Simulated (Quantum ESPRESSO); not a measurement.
**Be2C under changes of volume**

One of the cells (6.765 Å³/atom); the others are scaled copies at fixed shape and fractional positions:

```
C Be
1.0
     0.00000    2.16500    2.16500
     2.16500    0.00000    2.16500
     2.16500    2.16500    0.00000
C Be
1 2
Direct
  0.00000 0.00000 0.00000
  0.75000 0.75000 0.75000
  0.25000 0.25000 0.25000
```

- Program: Quantum ESPRESSO 7.5
- Functional: LDA
- Potentials or basis: GBRV 1.5 LDA
- Cutoff: 612 eV
- Density cutoff: 4898 eV
- k mesh: 11 × 11 × 11
- Occupations: fermi-dirac, width 0.05 eV
- Spin: no spin polarisation

```csv
volume (Å³/atom),energy over the lowest point (meV/atom),pressure (GPa),gap on the mesh (eV)
6.359,1.85,4.3,1.31
6.495,0.00,-0.4,1.30
6.630,?,?,?
6.765,7.37,-8.5,1.28
6.901,15.92,-12.1,1.27
7.036,27.35,-15.3,1.25
7.171,41.42,-18.3,1.24
```

Problem. What does the run at 6.630 Å³/atom give?

Solution. Energy over the lowest point 1.96 meV/atom; pressure -4.6 GPa; gap on the mesh 1.29 eV.

Worked out: A Birch-Murnaghan fit of order 3 (a polynomial in V^(-2/3)) to the other rows has its minimum at 6.49 Å³/atom with B0 = V·E''(V) = 214 GPa and B' = 3.2. It gives 1.96 meV/atom at 6.630 Å³/atom, against the run's 1.96, and -dE/dV = -4.4 GPa, against -4.6. A straight line through the other rows of the gap, of slope -0.584 eV per unit of ln V, gives 1.29 eV, against the run's 1.29.

Energies are extrapolated to zero smearing.

Caveats: an odd mesh through Γ misses points on the zone boundary, where band edges often lie.
